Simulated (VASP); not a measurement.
Hf2N:

```
CELL_PARAMETERS angstrom
3.08017 0.00000 0.00000
-1.54008 2.66750 0.00000
0.00000 0.00000 5.88210
ATOMIC_POSITIONS crystal
Hf 0.00000 0.00000 0.74743
Hf 0.00000 0.00000 0.25257
N 0.66667 0.33333 0.50000
```

The cell was built by a generator and needn't be a form met in nature.

```yaml
Program: VASP 6.6.1
Task: relaxation of cell and atoms
Functional: LDA
Potentials_or_basis: VASP PAW LDA potentials, release 64 (Hf_pv, N)
Cutoff: 600 eV
k_mesh: 10 × 10 × 5
Occupations: fermi-dirac, width 0.05 eV
Spin: no spin polarisation
```

At the start: pressure -11.0 GPa; volume 16.11 Å³/atom.

Where does the relaxation end?

Over 7 steps the energy falls by 37.8 meV/atom and the volume is 15.01 Å³/atom (-6.8 %); space group P-6m2 (No. 187, to 0.05 Å).

Step by step:
| step | energy change (eV) | largest force (eV/Å) | pressure (GPa) | volume (Å³) |
| --- | --- | --- | --- | --- |
| 1 | 0.0000 | 0.5348 | -10.96 | 48.33 |
| 2 | 0.2864 | 2.8540 | 26.42 | 41.02 |
| 3 | -0.1043 | 0.4017 | -0.95 | 45.68 |
| 4 | -0.1045 | 0.4377 | -0.56 | 45.59 |
| 5 | -0.1123 | 0.0416 | -0.01 | 45.09 |
| 6 | -0.1124 | 0.0018 | -0.06 | 45.14 |
| 7 | -0.1133 | 0.0085 | 0.15 | 45.04 |

Final structure:
```cif
data_structure
_symmetry_space_group_name_H-M 'P 1'
_symmetry_Int_Tables_number 1
_cell_length_a 3.0168
_cell_length_b 3.0168
_cell_length_c 5.7147
_cell_angle_alpha 90.000
_cell_angle_beta 90.000
_cell_angle_gamma 120.000
_cell_volume 45.04
loop_
_atom_site_label
_atom_site_type_symbol
_atom_site_fract_x
_atom_site_fract_y
_atom_site_fract_z
_atom_site_occupancy
Hf1 Hf 0.00000 0.00000 0.74921 1
Hf2 Hf 0.00000 0.00000 0.25079 1
N1 N 0.66667 0.33333 0.50000 1
```
